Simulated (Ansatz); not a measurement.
Se: competing structures

Computed with DFT PBE+D3(BJ), scalar-relativistic, plane waves, PAW (Ansatz 0.2.0). All cells share a 420 eV cutoff and Γ-centred k meshes spaced at most about 0.3 Å⁻¹ (about 0.25 or finer for metals, 2π included). No spin polarisation.

Energies count from the standard state of Se at the same level.

Temperature and zero-point effects are left out. Only the structures computed here compete, so a lower one can exist. Kohn–Sham gaps at this level usually fall short of measured ones.

Invented guesses and database cells were relaxed alike, and ends that match in structure were merged. ΔE counts from the first row. Coordination counts all near atoms (those within 1.25 times the shortest such distance or 1.15 times the sum of covalent radii; a plus sign parts nearer from farther groups). The ends were matched against large subsets of the Crystallography Open Database and the Materials Project, so a missing match doesn't prove that a structure is unreported.

| # | reached from | type and space group | atoms | Å³/atom | coordination | ΔE (meV/atom) | gap on mesh (eV) | in databases |
| --- | --- | --- | --- | --- | --- | --- | --- | --- |
| 1 | a cell as deposited in COD | trigonal selenium, P3_121 (No. 152) | 3 | 24.5 | Se 2 | 0 | 0.51 | COD |
| 2 | a cell as deposited in COD | R-3 (No. 148) | 6 | 25.2 | Se 2 | 43 | 1.03 | COD |
| 3 | a cell as deposited in COD | P2_1/c (No. 14) | 32 | 28.3 | Se 2 | 63 | 1.12 | COD |
| 4 | a Materials Project cell | Pbam (No. 55) | 4 | 23.0 | Se 1+2+2 | 94 | 0.00 | Materials Project |
| 5 | sheets of the As type stacked in turn, changed on relaxing | P6_3/mmc (No. 194) | 2 | 21.3 | Se 6 | 294 | 0.00 | no match |

The lowest: Space group P3_121 (No. 152), trigonal, a = 4.067 Å, c = 5.130 Å. Se is surrounded by 2 Se at 2.44 Å. It is a structure that the Crystallography Open Database (COD) lists.

Space group P3_121 (No. 152). a = 4.067 Å, b = 4.067 Å, c = 5.130 Å, α = 90.00°, β = 90.00°, γ = 120.00°
```
atom  site  symmetry       x       y       z
  Se    3a       .2.  0.2474  0.0000  0.3333
```

The second: Space group R-3 (No. 148), trigonal, a = 10.866 Å, c = 4.429 Å. Around Se lie 2 Se at 2.43 Å. Counting all near atoms, the first and the second both have Se 2. Cells relaxed within their symmetry can be saddle points. Some types were kept out of the candidates beforehand, so the set may lack a known form.
